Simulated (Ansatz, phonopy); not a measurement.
# Quasi-harmonic thermodynamics of CaSe (Fm-3m), part 4 of 4

Wanted: α(T), C_P(T) and B(T) of CaSe in the quasi-harmonic approximation.

Experimental results on record:
- heat capacity C_P per formula unit 48.1 J/mol/K near room temperature (given in “High-Throughput Prediction of Finite-Temperature Properties using the Quasi-Harmonic Approximation”, 2016, arXiv:1603.06924)

Ansatz 0.2.0; DFT LDA, scalar-relativistic, plane waves, PAW (the session's first sound run).

So far, isothermal bulk modulus at 298 K (GPa): step 5 (the quasi-harmonic study, functional LDA, q-mesh 2×2×2) 53.8; step 6 (q-mesh 4×4×4) 53.8.

The database entry behind the starting cell differs from later determinations by our own check (0.1 to 0.3 % short, probably kX units), so it need not match the best structure at ambient conditions.

## (8) The quasi-harmonic study, q-mesh 4×4×4 (run 2)

Level of this step: DFT PBE, scalar-relativistic, plane waves, PAW (Ansatz).

Thermal expansion follows from how the free energy of the vibrations (and of the electrons in a metal) changes with strain, so the program makes strained cells, their phonons and a fit in one run.

Input file input.yaml:

```yaml
crystal:
  lattice:
    - [0.0, 2.9790723416, 2.9790723416]
    - [2.9790723416, 0.0, 2.9790723416]
    - [2.9790723416, 2.9790723416, 0.0]
  atoms:
    - { symbol: Ca, position: [0.0, 0.0, 0.0] }
    - { symbol: Se, position: [0.5, 0.5, 0.5] }
kpoints:
  mp_grid: { grid: [8, 8, 8] }
hamiltonian:
  xc: pbe
scf:
  occupations: { method: fixed }
output:
  eigenvalues: true
phonons:
  method: dfpt
  qmesh: [4, 4, 4]
  temperatures: { t_max: 800.0, t_step: 50 }
  thermal_expansion: {}
```

Command:

```
$ ansatz run input.yaml --threads 4 --pin off --max-ram 16384MiB --backend cpu --events-out ev --progress --plain --runs-dir out
```

Numbers of over 12 decimals in the logs are rounded to 6 here.

The program printed:

```text
[...]
Crystal: 2 atoms, lattice volume = 52.878 Å³
Basis set: ecut = 487.2 eV, 1243 PW (Γ), exchange–correlation on 64×64×64 points (8 copies of the dense FFT grid, shifted against one another)
Bands: 17, of which v1, the nominal top of the filled ones, is band 13 counted from 1 (12 counted from 0)
Symmetry: 48 space group operations
[...]
vibrations' free energy: its fit leaves 0.0002 meV an atom at the most
  the electrons' free energy at temperature is not in it: every band gap is over 0.83 eV
  free energies summed between the sampled wave vectors
[...]
band gaps on the cells' k-points are 2.014 to 2.244 eV
[key lines of the parts left out:]
SCF converged after 8 iterations
Free energy (F): -7290.003470 eV
Fermi energy:    6.829492 eV
P = ⅓ Tr σ = 0.0008 GPa (0.008 kbar)
```

It took 11 min on 4 threads of Intel Xeon Platinum 8375C at 2.90GHz (Ice Lake), shared host; peak memory 1.6 GiB; 41 min of CPU time.

Strained cells of the study; zero-point energy where phonons were solved; the pressures are stresses at a fixed cutoff and can carry an offset from the finite basis. Expansion cells, by row:

| cell | \|a\| (Å) | \|b\| (Å) | \|c\| (Å) | V (Å³/atom) | E - E_lowest (meV/atom) | pressure, compression positive (GPa) | gap (eV) | zero-point energy (meV/atom) |
| --- | --- | --- | --- | --- | --- | --- | --- | --- |
| 1 | 4.213 | 4.213 | 4.213 | 26.44 | 0 | -0.003 | 2.083 | - |
| 2 | 4.247 | 4.247 | 4.247 | 27.08 | 2.215 | -1.091 | 2.134 | - |
| 3 | 4.18 | 4.18 | 4.18 | 25.81 | 2.298 | 1.199 | 2.028 | - |
| 4 | 4.213 | 4.213 | 4.213 | 26.44 | 0 | -0.013 | 2.084 | 26.71 |
| 5 | 4.234 | 4.234 | 4.234 | 26.84 | 0.899 | -0.707 | 2.116 | 26.06 |
| 6 | 4.255 | 4.255 | 4.255 | 27.23 | 3.382 | -1.335 | 2.146 | 25.44 |
| 7 | 4.276 | 4.276 | 4.276 | 27.64 | 7.497 | -1.937 | 2.175 | 24.82 |
| 8 | 4.297 | 4.297 | 4.297 | 28.04 | 13.16 | -2.502 | 2.202 | 24.19 |
| 9 | 4.172 | 4.172 | 4.172 | 25.67 | 3.562 | 1.508 | 2.014 | - |
| 10 | 4.192 | 4.192 | 4.192 | 26.05 | 0.869 | 0.725 | 2.05 | - |
| 11 | 4.331 | 4.331 | 4.331 | 28.72 | 25.57 | -3.346 | 2.244 | - |

Changing the level of theory (LDA → PBE) takes the volume expansion at 298 K from 43.6 to 51.5 × 10⁻⁶/K and B_T from 53.8 to 44.4 GPa.

## (9) The series together

Times are for 4 threads of Intel Xeon Platinum 8375C at 2.90GHz (Ice Lake), shared host. The series side by side:

| no. | functional | cutoff (eV) | k-mesh | q-mesh | method | pressure (GPa) | volume expansion coefficient at 298 K (1e-6/K) | C_P at 298 K (J/mol-atom/K) | isothermal bulk modulus at 298 K (GPa) | time | memory (GiB) |
| --- | --- | --- | --- | --- | --- | --- | --- | --- | --- | --- | --- |
| 1 | lda | 487.2 | 8×8×8 | 2×2×2 | dfpt | 0 | 43.57 | 24.17 | 53.84 | 89 s | 0.78 |
| 2 | lda | 487.2 | 8×8×8 | 4×4×4 | dfpt | 0 | 43.60 | 24.18 | 53.80 | 8.1 min | 1.5 |
| 3 | pbe | 487.2 | 8×8×8 | 4×4×4 | dfpt | 0 | 51.46 | 24.50 | 44.36 | 11 min | 1.6 |

The runs together, line volume. Expansion coefficient, volume against temperature; values in 1e-6/K:

| temperature (K) | lda, 487.2, 8×8×8, 2×2×2, dfpt, 0 | lda, 487.2, 8×8×8, 4×4×4, dfpt, 0 | pbe, 487.2, 8×8×8, 4×4×4, dfpt, 0 |
| --- | --- | --- | --- |
| 0 | 0 | 0 | 0 |
| 50 | 10.1 | 9.86 | 14.0 |
| 100 | 27.6 | 27.5 | 34.5 |
| 150 | 35.8 | 35.8 | 43.1 |
| 200 | 39.8 | 39.8 | 47.2 |
| 250 | 42.1 | 42.1 | 49.7 |
| 298 | 43.6 | 43.6 | 51.5 |
| 300 | 43.6 | 43.6 | 51.5 |
| 350 | 44.8 | 44.9 | 53.0 |
| 400 | 45.8 | 45.9 | 54.3 |
| 450 | 46.7 | 46.8 | 55.5 |
| 500 | 47.5 | 47.6 | 56.7 |
| 550 | 48.3 | 48.4 | 57.9 |
| 600 | 49.1 | 49.2 | 59.1 |
| 650 | 49.9 | 50.0 | 60.4 |
| 700 | 50.7 | 50.9 | 61.7 |
| 750 | 51.5 | 51.7 | 63.0 |
| 800 | 52.3 | 52.6 | 64.5 |

The runs together, line C_P. Heat capacity, C_P against temperature; values in J/mol-atom/K:

| temperature (K) | lda, 487.2, 8×8×8, 2×2×2, dfpt, 0 | lda, 487.2, 8×8×8, 4×4×4, dfpt, 0 | pbe, 487.2, 8×8×8, 4×4×4, dfpt, 0 |
| --- | --- | --- | --- |
| 0 | 0 | 0 | 0 |
| 50 | 7.22 | 7.20 | 8.31 |
| 100 | 16.7 | 16.7 | 17.8 |
| 150 | 20.7 | 20.7 | 21.4 |
| 200 | 22.6 | 22.6 | 23.1 |
| 250 | 23.6 | 23.6 | 24.0 |
| 298 | 24.2 | 24.2 | 24.5 |
| 300 | 24.2 | 24.2 | 24.5 |
| 350 | 24.6 | 24.6 | 24.9 |
| 400 | 24.9 | 24.9 | 25.2 |
| 450 | 25.2 | 25.2 | 25.5 |
| 500 | 25.4 | 25.4 | 25.7 |
| 550 | 25.6 | 25.6 | 25.9 |
| 600 | 25.7 | 25.7 | 26.1 |
| 650 | 25.9 | 25.9 | 26.3 |
| 700 | 26.1 | 26.1 | 26.5 |
| 750 | 26.2 | 26.2 | 26.7 |
| 800 | 26.4 | 26.4 | 26.9 |

## (10) Free-energy fit

This step: DFT PBE, scalar-relativistic, plane waves, PAW (phonopy 4.10.0).

This step gave:

- volume expansion coefficient at 300 K: 51.48 1e-6/K
- isothermal bulk modulus at 300 K: 44.33 GPa
- C_P at 300 K: 24.61 J/mol-atom/K
- Grüneisen parameter at 300 K: 1.542

The energy (each curve on its own zero) by volume; values in meV/atom:

| volume (Å³/atom) | static | F at 0 K | F at 300 K | F at 800 K |
| --- | --- | --- | --- | --- |
| 26.445 | 0 | 1.26 | 3.74 | 9.61 |
| 26.843 | 0.9 | 1.52 | 2.78 | 5.74 |
| 27.233 | 3.38 | 3.38 | 3.43 | 3.53 |
| 27.636 | 7.5 | 6.87 | 5.64 | 2.73 |
| 28.045 | 13.2 | 11.9 | 9.35 | 3.33 |

Phonopy-qha, vinet fit of F(V) at each temperature. Qha vinet, by row:

| T (K) | fitted volume (Å³/atom) | alpha_V (1e-6/K) | B_T (GPa) | C_P (J/mol-atom/K) | Grueneisen |
| --- | --- | --- | --- | --- | --- |
| 100 | 26.62 | 32.57 | 46.6 | 17.51 | 1.376 |
| 150 | 26.68 | 42.43 | 46.06 | 21.55 | 1.479 |
| 200 | 26.74 | 47 | 45.5 | 23.22 | 1.513 |
| 250 | 26.8 | 49.64 | 44.92 | 24.08 | 1.53 |
| 300 | 26.87 | 51.48 | 44.33 | 24.61 | 1.542 |
| 350 | 26.94 | 52.96 | 43.72 | 24.98 | 1.552 |
| 400 | 27.01 | 54.27 | 43.11 | 25.27 | 1.561 |
| 450 | 27.09 | 55.5 | 42.48 | 25.51 | 1.569 |
| 500 | 27.16 | 56.7 | 41.84 | 25.73 | 1.578 |
| 550 | 27.24 | 57.9 | 41.19 | 25.93 | 1.587 |
| 600 | 27.32 | 59.12 | 40.52 | 26.13 | 1.596 |
| 650 | 27.4 | 60.38 | 39.85 | 26.32 | 1.605 |
| 700 | 27.49 | 61.69 | 39.16 | 26.52 | 1.615 |
| 750 | 27.57 | 63.06 | 38.46 | 26.71 | 1.624 |

Table of volume expansion coefficient by temperature; values in 1e-6/K:

| temperature (K) | phonopy-qha, Vinet | Ansatz's own study |
| --- | --- | --- |
| 100 | 32.6 | 34.5 |
| 150 | 42.4 | 43.1 |
| 200 | 47 | 47.2 |
| 250 | 49.6 | 49.7 |
| 300 | 51.5 | 51.5 |
| 350 | 53.0 | 53.0 |
| 400 | 54.3 | 54.3 |
| 450 | 55.5 | 55.5 |
| 500 | 56.7 | 56.7 |
| 550 | 57.9 | 57.9 |
| 600 | 59.1 | 59.1 |
| 650 | 60.4 | 60.4 |
| 700 | 61.7 | 61.7 |
| 750 | 63.1 | 63.0 |

The fit gives a volume expansion of 51.5 × 10⁻⁶/K at 300 K, against 51.5 at 298 K from the study itself, whose static fit uses more cells.

## (11) Results

| Quantity | Value |
| --- | --- |
| settings of these figures | PBE, 487.2 eV, k 8×8×8, q 4×4×4 |
| volume expansion coefficient at 298 K | 51.46 1e-6/K |
| C_P at 298 K | 24.50 J/mol-atom/K |
| entropy at 298 K | 36.65 J/mol-atom/K |
| isothermal bulk modulus at 298 K | 44.36 GPa |
| Grüneisen parameter at 298 K | 1.543 |
| volume at 298 K | 26.87 Å³/atom |
| principal linear expansion coefficients at 298 K | 17.15, 17.15, 17.15 1e-6/K |

What this shows: Near room temperature CaSe expands by 51.5 × 10⁻⁶/K in volume by PBE, with C_P = 24.5 J/(mol K) per mole of atoms and B_T = 44.4 GPa. C_P at room temperature is 98 % of the classical 3R an atom; C_V is 96 %, and the rest is expansion work. A measured heat capacity per formula unit near room temperature is 48.1 J/mol/K (arXiv:1603.06924); the calculated 49.0 J/mol/K differs by +2 %. The levels of theory differ by up to 7.9 × 10⁻⁶/K in the volume expansion at 298 K.

[Logs are printed without paths, hosts, clocks, repeated set-up lines and the standing remarks that a program may print on its own settings, such as how far it seeks lower states.]

[Hosts, paths, dates, database ids (printed as entryN), source tags and the programs' standing remarks are cut or masked in the printed files.]

[A step with changed settings may run another functional than the one named; its input shows which.]
